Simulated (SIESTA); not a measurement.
## HfC: equation of state with PBE

Crystal: HfC.

```
CELL_PARAMETERS angstrom
0.00000 2.32500 2.32500
2.32500 0.00000 2.32500
2.32500 2.32500 0.00000
ATOMIC_POSITIONS crystal
Hf 0.50000 0.50000 0.50000
C 0.00000 0.00000 0.00000
```

```yaml
Program: SIESTA 5.4.2
Task: equation of state
Functional: PBE
Potentials_or_basis: PseudoDojo 0.4 standard (PBE files)
Basis: DZP (energy shift 0.002 Ry)
Grid_cutoff: 800 Ry
Energy_shift: 0.002 Ry
k_mesh: 10 × 10 × 10
Occupations: fermi-dirac, width 0.05 eV
Spin: no spin polarisation
```

| Item | Value |
| --- | --- |
| Equilibrium volume | 12.73 Å³/atom |
| Bulk modulus | 234 GPa |
| Pressure derivative of the bulk modulus | 3.6 |

Energy against volume, from the lowest point:
| volume (Å³/atom) | energy (meV/atom) |
| --- | --- |
| 11.814 | 53.60 |
| 12.065 | 27.13 |
| 12.317 | 9.85 |
| 12.568 | 1.06 |
| 12.819 | 0.00 |
| 13.071 | 5.92 |
| 13.322 | 18.27 |

All runs of the series together: 12 min on 1 thread of Intel(R) Xeon(R) Platinum 8488C (Sapphire Rapids), with other jobs on the host.

Caveat: semicore shells carry a single zeta, which can move pressures by several GPa and volumes by a few percent; the basis of atomic orbitals isn't converged, which shifts pressures, moduli and gaps. Zero-point motion and thermal expansion aren't in these numbers.
